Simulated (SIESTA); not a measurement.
Crystal: C.

```
C
1.0
     0.00000    1.78337    1.78337
     1.78337    0.00000    1.78337
     1.78337    1.78337    0.00000
C
2
Direct
  0.75000 0.75000 0.75000
  0.50000 0.50000 0.50000
```

This isn't the form of C at room conditions, which is graphite.

Base run:

- Program: SIESTA 5.4.2
- Functional: PBE
- Potentials or basis: PseudoDojo 0.4 standard (PBE files)
- Basis: DZP (energy shift 0.003 Ry)
- Grid cutoff: 500 Ry
- Energy shift: 0.003 Ry
- k mesh: 13 × 13 × 13
- Occupations: fermi-dirac, width 0.05 eV
- Spin: no spin polarisation

Its results: band gap on the k mesh 4.29 eV, indirect (least direct gap 5.69 eV); pressure 10.3 GPa.

**Question.** The run is repeated on the same cell with these changes: functional from PBE to RPBE. What comes out?

**Answer.** Band gap on the k mesh 4.36 eV, indirect (least direct gap 5.70 eV); pressure 12.5 GPa.

RPBE binds less tightly than PBE, so the same cell stands under more pressure.

Caveats: the basis of atomic orbitals isn't converged, which shifts pressures, moduli and gaps; the potentials were made for another functional, which shifts forces and pressure (some runs).
